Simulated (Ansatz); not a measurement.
# Sn7H4Se7 (buck sheet): the cost of one run

Computed with Ansatz 0.2.0 (DFT PBE, scalar-relativistic, plane waves, PAW, unless a step's input says otherwise).

3 further runs of the same task are left out: 1 that didn't finish, 2 set aside as unsound or not needed. Runs told in other sessions of the task aren't counted.

### 1 The starting structure

The structure is trigonal, space group P3m1 (No. 156). Conventional cell: a = 3.914 Å, b = 3.914 Å, c = 26.904 Å, α = 90.00°, β = 90.00°, γ = 120.00°. Around Sn (site symmetry 3m) lie 3 Se at 2.74 Å. Around Se (site symmetry 3m) lie 3 Sn at 2.74 Å.

As a file:

```xyz
2
Lattice="3.9143 0.0000 0.0000 -1.9571 3.3899 0.0000 0.0000 0.0000 26.9037" Properties=species:S:1:pos:R:3 pbc="T T T"
Sn    0.0000    2.2599    8.4902
Se    1.9571    1.1300   10.0454
```

This sheet was relaxed beforehand with the same method; its gap on the mesh is 2.26 eV.

### 2 The armchair ribbon, N = 7 with H caps

The ribbon is cut from the relaxed sheet, periodic along c; N counts formula units a period. The edge energy is the mean of both edges over the sheet, -5746.9815 eV an atom. Each H cap counts from half an H2 molecule (-15.872 eV in a separate run).

The cell holds 7 Sn, 7 Se, 4 H: a = 23.200 Å, b = 10.900 Å, c = 6.780 Å, α = 90.00°, β = 90.00°, γ = 90.00°.

### 3 Relaxation

Pressure and volume refer to the whole cell with its vacuum; only the period along c may change.

Contents of input.yaml:

```yaml
crystal:
  lattice:
    - [23.2, 0.0, 0.0]
    - [0.0, 10.9, 0.0]
    - [0.0, 0.0, 6.7797015376]
  atoms:
    - { symbol: Sn, position: [0.6687182115, 0.4286591373, 0.3333333333] }
    - { symbol: Sn, position: [0.7530773173, 0.4286591373, 0.8333333333] }
    - { symbol: Sn, position: [0.5, 0.4286591373, 0.3333333333] }
    - { symbol: Sn, position: [0.5843591058, 0.4286591373, 0.8333333333] }
    - { symbol: Sn, position: [0.3312817885, 0.4286591373, 0.3333333333] }
    - { symbol: Sn, position: [0.4156408942, 0.4286591373, 0.8333333333] }
    - { symbol: Sn, position: [0.2469226827, 0.4286591373, 0.8333333333] }
    - { symbol: Se, position: [0.7530773173, 0.5713408627, 0.1666666667] }
    - { symbol: Se, position: [0.5843591058, 0.5713408627, 0.1666666667] }
    - { symbol: Se, position: [0.6687182115, 0.5713408627, 0.6666666667] }
    - { symbol: Se, position: [0.4156408942, 0.5713408627, 0.1666666667] }
    - { symbol: Se, position: [0.5, 0.5713408627, 0.6666666667] }
    - { symbol: Se, position: [0.2469226827, 0.5713408627, 0.1666666667] }
    - { symbol: Se, position: [0.3312817885, 0.5713408627, 0.6666666667] }
    - { symbol: H, position: [0.8059682699, 0.5181168468, 0.7288376931] }
    - { symbol: H, position: [0.1940317301, 0.5181168468, 0.7288376931] }
    - { symbol: H, position: [0.7982806315, 0.4948857273, 0.2559739871] }
    - { symbol: H, position: [0.2017193685, 0.4948857273, 0.2559739871] }
basis:
  ecutwfc: 420
kpoints:
  mp_grid: { grid: [1, 1, 5] }
hamiltonian:
  xc: pbe
scf:
  occupations: { method: gaussian, width: 0.05 }
output:
  forces: true
  stress: true
  eigenvalues: true
  populations: true
  write_density: true
  write_potential: true
  elf: true
  volumetric_format: npy
relax:
  adjacent_minimum: "off"
  f_tol: 0.02
  max_steps: 45
  cell: { fix: [a, b, alpha, beta, gamma], stress_tol: 0.03 }
```

Run with:

```
$ ansatz run input.yaml --threads 4 --pin off --max-ram 11264MiB --backend cpu --events-out ev --progress --plain --runs-dir out
```

**Question.** How long does this run take on 4 threads of Arm Neoverse V2, shared host, and how much memory does it need?

About 5.4 min, with a peak of 3 GiB.
